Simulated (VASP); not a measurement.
# GaSb (F-43m) in VASP: a series of runs

Runs on GaSb. Level: PBE. Tasks: relaxation of cell and atoms.

All numbers are computed with VASP 6.6.1; they aren't measurements. Logs are shortened: lines on timing, memory, paths and dates and some standing lists are left out, and cuts for length are marked.

**1. The structure**

The structure is cubic, space group F-43m (No. 216). Conventional cell: a = 6.118 Å, b = 6.118 Å, c = 6.118 Å, α = 90.00°, β = 90.00°, γ = 90.00°. Ga (site symmetry -43m) is surrounded by 4 Sb at 2.65 Å. Sb (site symmetry -43m) has 4 Ga at 2.65 Å as nearest neighbours.

**2. Relaxation of cell and atoms, PBE**

INCAR

```
ALGO = Normal
EDIFF = 1E-6
EDIFFG = -0.01
ENCUT = 600
GGA = PE
IBRION = 2
ISIF = 3
ISMEAR = 0
LASPH = T
LCHARG = F
LREAL = F
LWAVE = F
NELM = 80
NSW = 90
PREC = Accurate
SIGMA = 0.03
```

KPOINTS

```
k-points
0
Gamma
  10 10 10
```

POSCAR

```
GaSb
1.0
    0.0000000000      3.0590000000      3.0590000000
    3.0590000000      0.0000000000      3.0590000000
    3.0590000000      3.0590000000      0.0000000000
Ga Sb
1 1
Direct
    0.0000000000      0.0000000000      0.0000000000
    0.2500000000      0.2500000000      0.2500000000
```

Potentials or basis: VASP PAW PBE potentials, release 64 (Ga_d, Sb).

Command:

```console
$ cat potpaw_PBE.64/Ga_d/POTCAR potpaw_PBE.64/Sb/POTCAR > POTCAR
$ mpirun -np 1 vasp_std > vasp.out
```

OUTCAR:

```text
EDIFF = 1E-6
   EDIFFG = -0.01
   ENCUT = 600
   GGA = PE
   IBRION = 2
   ISIF = 3
   ISMEAR = 0
   LASPH = T
   LREAL = F
   NELM = 80
   NSW = 90
   PREC = Accurate

 ion  position               nearest neighbor table
   1  0.000  0.000  0.000-   2 2.65   2 2.65   2 2.65   2 2.65
   2  0.250  0.250  0.250-   1 2.65   1 2.65   1 2.65   1 2.65

  LATTYP: Found a face centered cubic cell.
 ALAT       =     6.1180000000

  Lattice vectors:

 A1 = (   0.0000000000,   3.0590000000,   3.0590000000)
 A2 = (   3.0590000000,   0.0000000000,   3.0590000000)
 A3 = (   3.0590000000,   3.0590000000,   0.0000000000)

Analysis of symmetry for initial positions (statically):
=====================================================================
 Subroutine PRICEL returns:
 Original cell was already a primitive cell.

 Routine SETGRP: Setting up the symmetry group for a
 face centered cubic supercell.

 Subroutine GETGRP returns: Found 24 space group operations
 (whereof 24 operations were pure point group operations)
 out of a pool of 48 trial point group operations.

The static configuration has the point symmetry T_d .

Analysis of symmetry for dynamics (positions and initial velocities):
=====================================================================
 Subroutine PRICEL returns:
 Original cell was already a primitive cell.

 Routine SETGRP: Setting up the symmetry group for a
 face centered cubic supercell.

 Subroutine GETGRP returns: Found 24 space group operations
 (whereof 24 operations were pure point group operations)
 out of a pool of 48 trial point group operations.

The dynamic configuration has the point symmetry T_d .

 Subroutine INISYM returns: Found 24 space group operations
 (whereof 24 operations are pure point group operations),
 and found     1 'primitive' translations

----------------------------------------------------------------------------------------

                                     Primitive cell

  volume of cell :      57.2491

  direct lattice vectors                    reciprocal lattice vectors
     0.000000000  3.059000000  3.059000000    -0.163452109  0.163452109  0.163452109
     3.059000000  0.000000000  3.059000000     0.163452109 -0.163452109  0.163452109
     3.059000000  3.059000000  0.000000000     0.163452109  0.163452109 -0.163452109

  length of vectors
     4.326079287  4.326079287  4.326079287     0.283107357  0.283107357  0.283107357

  position of ions in fractional coordinates (direct lattice)
     0.000000000  0.000000000  0.000000000
     0.250000000  0.250000000  0.250000000

  ion indices of the primitive-cell ions
   primitive index   ion index
                 1           1
                 2           2

----------------------------------------------------------------------------------------

 KPOINTS: k-points

Automatic generation of k-mesh.
 Grid dimensions read from file:
 generate k-points for:   10   10   10

 Generating k-lattice:

  Cartesian coordinates                     Fractional coordinates (reciprocal lattice)
    -0.016345211  0.016345211  0.016345211     0.100000000  0.000000000  0.000000000
     0.016345211 -0.016345211  0.016345211     0.000000000  0.100000000  0.000000000
     0.016345211  0.016345211 -0.016345211     0.000000000  0.000000000  0.100000000

  Length of vectors
     0.028310736  0.028310736  0.028310736

  Shift w.r.t. Gamma in fractional coordinates (k-lattice)
     0.000000000  0.000000000  0.000000000

 Subroutine IBZKPT returns following result:
 ===========================================

 Found     47 irreducible k-points:

 Following reciprocal coordinates:
            Coordinates               Weight
  0.000000  0.000000  0.000000      1.000000
  0.100000  0.000000  0.000000      8.000000
  0.200000  0.000000  0.000000      8.000000
  0.300000  0.000000  0.000000      8.000000
  0.400000  0.000000  0.000000      8.000000
  0.500000  0.000000  0.000000      4.000000
[... 16 lines left out ...]
  0.300000  0.300000  0.000000      6.000000
  0.400000  0.300000  0.000000     24.000000
 [... further k-points ...]
   k-points           NKPTS =     47   k-points in BZ     NKDIM =     47   number of bands    NBANDS=     13
   number of dos      NEDOS =    301   number of ions     NIONS =      2
   total plane-waves  NPLWV =  46656
   dimension x,y,z NGX =    36 NGY =   36 NGZ =   36
   dimension x,y,z NGXF=    72 NGYF=   72 NGZF=   72
   ions per type =               1   1
   NGX,Y,Z   is equivalent  to a cutoff of  13.83, 13.83, 13.83 a.u.
   NGXF,Y,Z  is equivalent  to a cutoff of  27.67, 27.67, 27.67 a.u.
 SYSTEM =  unknown system
   PREC   = accura    normal or accurate (medium, high low for compatibility)
   ISTART =      0    job   : 0-new  1-cont  2-samecut
   ICHARG =      2    charge: 1-file 2-atom 10-const
   ISPIN  =      1    spin polarized calculation?
   LNONCOLLINEAR =      F non collinear calculations
   LSORBIT =      F    spin-orbit coupling
   LASPH  =      T    aspherical Exc in radial PAW
   ENCUT  =  600.0 eV  44.10 Ry    6.64 a.u.   8.64  8.64  8.64*2*pi/ulx,y,z
   NELM   =     80;   NELMIN=  2; NELMDL= -5     # of ELM steps
   EDIFF  = 0.1E-05   stopping-criterion for ELM
   LREAL  =      F    real-space projection
   EDIFFG = -.1E-01   stopping-criterion for IOM
   NSW    =     90    number of steps for IOM
   IBRION =      2    ionic relax: 0-MD 1-quasi-New 2-CG
   NFREE  =      1    steps in history (QN), initial steepest desc. (CG)
   ISIF   =      3    stress and relaxation
   ISYM   =      2    0-nonsym 1-usesym 2-fastsym
   POTIM  = 0.5000    time-step for ionic-motion
   TEBEG  =    0.0;   TEEND  =   0.0 temperature during run
   PSTRESS=    0.0 pullay stress
   NELECT =      18.0000    total number of electrons
   NUPDOWN=      -1.0000    fix difference up-down
   EMIN   =  10.00;   EMAX   =-10.00  energy-range for DOS
   EFERMI =   0.00;   METHOD = LEGACY
   ISMEAR =     0;   SIGMA  =   0.03  broadening in eV -4-tet -1-fermi 0-gaus
   EFERMI_NEDOS =   21; number of points for ismear=-14 and -15
   IALGO  =     38    algorithm
   IMIX   =      4    mixing-type and parameters
     AMIX     =   0.40;   BMIX     =  1.00
     AMIX_MAG =   1.60;   BMIX_MAG =  1.00
  volume/ion in A,a.u.               =      28.62       193.17
  Fermi-wavevector in a.u.,A,eV,Ry     =   1.113208  2.103657 16.860766  1.239231
  Thomas-Fermi vector in A             =   2.249790
   LORBIT       =      0    0 simple, 1 ext, 2 COOP (PROOUT), +10 PAW based schemes
   GGA     = PE    functional components
   LHFCALC =     F    Hartree Fock is set to
   AEXX    =    0.0000 exact exchange contribution
   IVDW    =     0    specifies the selected vdW correction
   LEPSILON=     F    determine dielectric tensor
   LRPA    =     F    only Hartree local field effects (RPA)
 conjugate gradient relaxation of ions
 non-spin polarized calculation
 Gauss-broadening in eV      SIGMA  =   0.03
  energy-cutoff  :      600.00
  volume of cell :       57.25
 maximum number of plane-waves:      1925
   NGX = 17   NGY = 17   NGZ = 17

--------------------------------------- Ionic step        1  -------------------------------------------

 number of electron      18.0000006 magnetization

 Free energy of the ion-electron system (eV)
  ---------------------------------------------------
  ext. energy  EPLUGINS =         0.00000000
  ---------------------------------------------------
  free energy    TOTEN  =        -7.35107004 eV

  energy without entropy =       -7.35103146  energy(sigma->0) =       -7.35105075

 E-fermi :   4.8959     XC(G=0):  -9.0893

 val. band max:        4.8694818482   @ k =   0.0000   0.0000   0.0000
 cond. band min:       4.9058020190   @ k =   0.0000   0.0000   0.0000
 fundamental gap:      0.0363201708
 Fermi energy:         4.8958803672

 k-point     1 :       0.0000    0.0000    0.0000
  band No.  band energies     occupation
      1     -10.1651      2.00000
      2     -10.1651      2.00000
      3     -10.1651      2.00000
      4     -10.1154      2.00000
      5     -10.1154      2.00000
      6      -6.6068      2.00000
      7       4.8695      1.78669
      8       4.8695      1.78666
      9       4.8695      1.78666
     10       4.9058      0.63999
     11       7.6459      0.00000
     12       7.6459      0.00000
     13       7.6459      0.00000

 k-point     2 :       0.1000    0.0000    0.0000
  band No.  band energies     occupation
      1     -10.1678      2.00000
      2     -10.1639      2.00000
      3     -10.1639      2.00000
      4     -10.1155      2.00000
      5     -10.1155      2.00000
      6      -6.5041      2.00000
      7       3.2831      2.00000
      8       4.6976      2.00000
      9       4.6976      2.00000
     10       5.8454      0.00000
     11       7.8814      0.00000
     12       7.8814      0.00000
     13       8.0404      0.00000
[... 401 lines left out ...]
 VOLUME and BASIS-vectors are now :
 -----------------------------------------------------------------------------
  energy-cutoff  :      600.00
  volume of cell :       60.85
      direct lattice vectors                 reciprocal lattice vectors
     0.000000000  3.121870294  3.121870294    -0.160160402  0.160160402  0.160160402
     3.121870294  0.000000000  3.121870294     0.160160402 -0.160160402  0.160160402
     3.121870294  3.121870294  0.000000000     0.160160402  0.160160402 -0.160160402

 POSITION                                       TOTAL-FORCE (eV/Angst)
 -----------------------------------------------------------------------------------
      6.24374      6.24374      6.24374        -0.000000     -0.000000     -0.000000
      1.56094      1.56094      1.56094         0.000000      0.000000      0.000000
 -----------------------------------------------------------------------------------
    total drift:                                0.000001      0.000001      0.000001

  FREE ENERGIE OF THE ION-ELECTRON SYSTEM (eV)
  ---------------------------------------------------
  free  energy   TOTEN  =        -7.3697187012 eV

  energy  without entropy=       -7.3696724225  energy(sigma->0) =       -7.36969556

--------------------------------------- Ionic step        3  -------------------------------------------

 number of electron      17.9999991 magnetization

 Free energy of the ion-electron system (eV)
  ---------------------------------------------------
  ext. energy  EPLUGINS =         0.00000000
  ---------------------------------------------------
  free energy    TOTEN  =        -7.37115051 eV

  energy without entropy =       -7.37110424  energy(sigma->0) =       -7.37112738

 E-fermi :   4.3999     XC(G=0):  -8.8803

 val. band max:        4.3908130219   @ k =   0.0000   0.0000   0.0000
 cond. band min:       4.6985191420   @ k =   0.5000   0.0000   0.0000
 fundamental gap:      0.3077061201
 Fermi energy:         4.3999497442

 k-point     1 :       0.0000    0.0000    0.0000
  band No.  band energies     occupation
      1     -10.5556      2.00000
      2     -10.5556      2.00000
      3     -10.5556      2.00000
      4     -10.5129      2.00000
      5     -10.5129      2.00000
      6      -6.7614      2.00000
      7       4.0917      2.00000
      8       4.3908      1.33336
      9       4.3908      1.33332
     10       4.3908      1.33332
     11       7.1788      0.00000
     12       7.1788      0.00000
     13       7.1788      0.00000

 k-point     2 :       0.1000    0.0000    0.0000
  band No.  band energies     occupation
      1     -10.5578      2.00000
      2     -10.5546      2.00000
      3     -10.5546      2.00000
      4     -10.5130      2.00000
      5     -10.5130      2.00000
      6      -6.6647      2.00000
      7       2.7305      2.00000
      8       4.2332      2.00000
      9       4.2332      2.00000
     10       5.1824      0.00000
     11       7.3985      0.00000
     12       7.3985      0.00000
     13       7.5126      0.00000
[... 365 lines left out ...]
 VOLUME and BASIS-vectors are now :
 -----------------------------------------------------------------------------
  energy-cutoff  :      600.00
  volume of cell :       60.07
      direct lattice vectors                 reciprocal lattice vectors
     0.000000000  3.108429642  3.108429642    -0.160852925  0.160852925  0.160852925
     3.108429642  0.000000000  3.108429642     0.160852925 -0.160852925  0.160852925
     3.108429642  3.108429642  0.000000000     0.160852925  0.160852925 -0.160852925

 POSITION                                       TOTAL-FORCE (eV/Angst)
 -----------------------------------------------------------------------------------
      0.00000      0.00000      0.00000         0.000000      0.000000      0.000000
      1.55421      1.55421      1.55421        -0.000000     -0.000000     -0.000000
 -----------------------------------------------------------------------------------
    total drift:                                0.000001      0.000001      0.000001

  FREE ENERGIE OF THE ION-ELECTRON SYSTEM (eV)
  ---------------------------------------------------
  free  energy   TOTEN  =        -7.3711505146 eV

  energy  without entropy=       -7.3711042359  energy(sigma->0) =       -7.37112738

 reached required accuracy - stopping structural energy minimisation
```

Wall time 36 s (1 thread of Intel Xeon 6975P-C (Granite Rapids), shared host); peak memory 0.23 GiB.

What came out:

| Property | Result |
| --- | --- |
| Free energy | -7.3712 eV |
| Relaxed volume | 30.03 Å³/atom |
| Relaxed cell | a = 4.396 Å, b = 4.396 Å, c = 4.396 Å, α = 60.00°, β = 60.00°, γ = 60.00° |
| Space group after relaxing (to 0.05 Å) | F-43m (No. 216) |
| Energy gained by relaxing | 10.0 meV/atom |
| Ionic steps | 3 |
| Pressure after relaxing | 0.0 GPa |
| Band gap on the k mesh | none (metal or under the smearing width) |

The path:
```
step  energy change (eV)  largest force (eV/Å)  pressure (GPa)  volume (Å³)
   1              0.0000                0.0000            2.38        57.25
   2             -0.0186                0.0000           -0.54        60.85
   3             -0.0201                0.0000           -0.02        60.07
```

Final structure:
```yaml
crystal:
  lattice:
    - [0.00000, 3.10843, 3.10843]
    - [3.10843, 0.00000, 3.10843]
    - [3.10843, 3.10843, 0.00000]
  atoms:
    - { symbol: Ga, position: [0.00000, 0.00000, 0.00000] }
    - { symbol: Sb, position: [0.25000, 0.25000, 0.25000] }
```

Caveat: this crystal is a semiconductor, whose small gap the functional closes, so the metal is an error of the method.

**3. Relaxation of cell and atoms, PBE**

This run uses another cell than the first one, of 30.03 Å³/atom, 1.049 times its volume.

INCAR, as its differences from that of step 2:

```diff
@@ -1,4 +1,4 @@
 ALGO = Normal
-EDIFF = 1E-6
-EDIFFG = -0.01
+EDIFF = 1E-7
+EDIFFG = -0.005
 ENCUT = 600
```

KPOINTS is that of step 2.

POSCAR

```
GaSb                                    
1.0
    0.0000000000      3.1084296416      3.1084296416
    3.1084296416      0.0000000000      3.1084296416
    3.1084296416      3.1084296416      0.0000000000
  Ga              Sb            
     1     1
Direct
     0.0000000000000000    0.0000000000000000    0.0000000000000000
     0.2500000000000000    0.2500000000000000    0.2500000000000000
```

Potentials or basis: VASP PAW PBE potentials, release 64 (Ga_d, Sb).

Command:

```console
$ cat potpaw_PBE.64/Ga_d/POTCAR potpaw_PBE.64/Sb/POTCAR > POTCAR
$ mpirun -np 1 vasp_std > vasp.out
```

It took 17 s on 1 thread of Intel Xeon 6975P-C (Granite Rapids), shared host; peak memory 0.23 GiB.

The run converged. Its results:

```
Free energy             : -7.3714 eV
Pressure after relaxing : 0.0 GPa
Band gap on the k mesh  : none (metal or under the smearing width)
```

Final structure:
```
Ga Sb
1.0
     0.00000    3.10843    3.10843
     3.10843    0.00000    3.10843
     3.10843    3.10843    0.00000
Ga Sb
1 1
Direct
  0.00000 0.00000 0.00000
  0.25000 0.25000 0.25000
```

Levels at points of the mesh, in eV from the Fermi level:
| k point | band 5 | band 6 | band 7 | band 8 | band 9 | band 10 | band 11 | band 12 | band 13 |
| --- | --- | --- | --- | --- | --- | --- | --- | --- | --- |
| (0.00, 0.00, 0.00) | -14.91 | -11.16 | -0.31 | -0.01 | -0.01 | -0.01 | 2.78 | 2.78 | 2.78 |
| (0.50, 0.00, 0.00) | -14.91 | -9.66 | -6.15 | -1.09 | -1.09 | 0.30 | 3.74 | 3.74 | 6.48 |
| (0.50, 0.50, 0.00) | -14.91 | -8.90 | -6.61 | -2.42 | -2.42 | 0.94 | 1.33 | 8.36 | 8.36 |

Caveat: the relaxation stopped at its first step, so nothing moved; this crystal is a semiconductor, whose small gap the functional closes, so the metal is an error of the method.
